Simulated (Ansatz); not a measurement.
The cell was built from the fluorite type and relaxed in the same program, and has space group Fm-3m; it needn't be a known or the stable phase.

An input for WS₂: DFT, PBE, PAW with Ansatz's default frozen-core files, scalar-relativistic (Ansatz 0.2.0).

Command: `ansatz run input.yaml --threads 1 --pin off --max-ram 3072MiB --backend cpu --events-out ev --progress --plain --runs-dir out` The run took 16 s on 1 thread of Intel(R) Xeon(R) 6975P-C (Granite Rapids), with other jobs on the host, peak memory 0.44 GiB.

```yaml
crystal:
  lattice:
    - [0.0, 2.937189484, 2.937189484]
    - [2.937189484, 0.0, 2.937189484]
    - [2.937189484, 2.937189484, 0.0]
  atoms:
    - { symbol: W, position: [0.0, 0.0, 0.0] }
    - { symbol: S, position: [0.25, 0.25, 0.25] }
    - { symbol: S, position: [0.75, 0.75, 0.75] }
kpoints:
  mp_grid: { grid: [11, 11, 11] }
  band_path:
    path:
      - [0.0, 0.0, 0.0]
      - [0.5, 0.0, 0.5]
      - [0.625, 0.25, 0.625]
      - [0.375, 0.375, 0.75]
      - [0.0, 0.0, 0.0]
      - [0.5, 0.5, 0.5]
      - [0.5, 0.25, 0.75]
      - [0.5, 0.0, 0.5]
    npoints: 14
scf:
  occupations: { method: fermi_dirac, width: 0.08 }
hamiltonian:
  xc: pbe
  pseudopotentials: { kind: paw }
output:
  forces: true
  stress: true
  eigenvalues: true
  efg: { contact_densities: true }
  populations: true
  bader: true
  dos: { projected: true, de: 0.2, e_range: [-14, 8] }
  write_density: true
  write_potential: true
  elf: true
  volumetric_format: npy
```

Set-up and iterations as logged by Ansatz (the results part is left out, to be predicted):

```
Engine: ansatz 0.2.0
Pseudopotentials: kind: paw
Pseudopotential: W, paw, valence charge 14, recommended cutoff 420 eV (normal)
Pseudopotential: S, paw, valence charge 6, recommended cutoff 420 eV (normal)
Functional definition: PBE
  parameter kappa = 0.804
  parameter beta = 0.06672455060314922
  exchange = pbe_x(kappa = kappa, mu = beta*pi^2/3)
  correlation = pbe_c(beta = beta)
Crystal: 3 atoms, lattice volume = 50.679 Å³
Basis set: ecut = 420 eV, 965 PW (Γ), exchange–correlation on 60×60×60 points (8 copies of the dense FFT grid, shifted against one another)
Bands: 17, of which v1, the nominal top of the filled ones, is band 13 counted from 1 (12 counted from 0)
Symmetry: 48 space group operations
Space group: Fm-3m (ITA 225), of the structure as read, at distance tolerance 3.7e-5 Å
k-points: 56 of 1331
Non-local potential: W, projectors of the file, l = 0: 3, l = 1: 2, l = 2: 2, l = 3: 1
Non-local potential: S, projectors of the file, l = 0: 2, l = 1: 2, l = 2: 2
PAW form: soft (Blöchl's): semilocal exchange-correlation on the pseudo side does not see the compensation charge
PAW one-centre angular grid: W, 590 points (default); XC on 64 Gauss nodes
PAW one-centre angular grid: S, 110 points (default); XC on 64 Gauss nodes
Initial density: superposition of atomic densities (neutral atoms: chi_scale 0, normalization atom), corrected by the library's trained network
Initial wavefunctions: pseudopotential atomic-orbital guess
Functional: x = pbe(κ = 0.804, μ = 0.2195149727645171), c = pbe(β = 0.06672455060314922)
SCF iter   1: F=—  HF=-12188.920633 eV  |F-HF|=—  |Δ(HF+E_count)|=         —  Δρ=6.89e-3  dr2=1.72e-2  ethr=1.77e-3  ⟨swp⟩=5.6  Hψ=5314  notcnv=0
SCF iter   2: F=—  HF=-12188.923484 eV  |F-HF|=—  |Δ(HF+E_count)|=   2.85e-3  Δρ=1.49e-3  dr2=9.07e-4  ethr=6.60e-5  ⟨swp⟩=2.4  Hψ=1814  notcnv=0
SCF iter   3: F=—  HF=-12188.923982 eV  |F-HF|=—  |Δ(HF+E_count)|=   4.98e-4  Δρ=3.86e-4  dr2=1.01e-4  ethr=3.49e-6  ⟨swp⟩=2.2  Hψ=1371  notcnv=0
SCF iter   4: F=—  HF=-12188.923977 eV  |F-HF|=—  |Δ(HF+E_count)|=   5.26e-6  Δρ=8.66e-5  dr2=1.79e-6  ethr=3.88e-7  ⟨swp⟩=2.7  Hψ=1737  notcnv=0
SCF iter   5: F=—  HF=-12188.923959 eV  |F-HF|=—  |Δ(HF+E_count)|=   1.76e-5  Δρ=2.27e-5  dr2=5.01e-7  ethr=6.90e-9  ⟨swp⟩=2.0  Hψ=1684  notcnv=0
SCF iter   6: F=-12188.923959 eV  HF=-12188.923959 eV  |F-HF|=1.16e-8  |Δ(HF+E_count)|=   1.03e-8  Δρ=8.06e-6  dr2=2.83e-8  ethr=3.85e-10  ⟨swp⟩=7.4  Hψ=6407  notcnv=0
```

Problem. What pressure will this run report?

Solution. 0.02 GPa (positive in compression).

Problem. Is there a band gap?

Solution. none: bands cross the Fermi level, a metal.
